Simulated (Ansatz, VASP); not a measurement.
# Two plane-wave programs on V

```xyz
2
Lattice="2.5676 0.0000 0.0000 -1.2838 2.2236 0.0000 0.0000 0.0000 4.6627" Properties=species:S:1:pos:R:3 pbc="T T T"
V     0.0000    1.4824    1.1657
V     1.2838    0.7412    3.4971
```

Alike in both runs: functional PBEsol; k mesh 12 × 12 × 4; occupations gaussian, width 0.1 eV; collinear spin.

Ansatz relaxed the structure, and its values are those at the end. VASP's run is a single point on that final structure, the one shown.

|  | VASP | Ansatz |
| --- | --- | --- |
| version | VASP 6.6.1 | Ansatz 0.2.0 |
| potentials or method | VASP PAW PBE potentials, release 64 (V_sv) | scalar-relativistic, plane waves, PAW |
| plane-wave cutoff (eV) | 520 | 420 |
| valence electrons in the cell | 26 | 26 |

|  | VASP | Ansatz | Ansatz less VASP |
| --- | --- | --- | --- |
| gap on the k mesh at the Fermi level (eV) | none | none | - |
| pressure (GPa) | 0.2 | 0.0 | -0.18 |
| net moment per atom (μB) | 0.00 | 0.00 | 0.000 |

A gap of «none» marks a metal or a gap that the smearing closes. Ansatz warned: «seeded_moment_not_kept».

Caveats: the PAW data sets were made with another functional, which shifts forces and pressure a little (VASP).
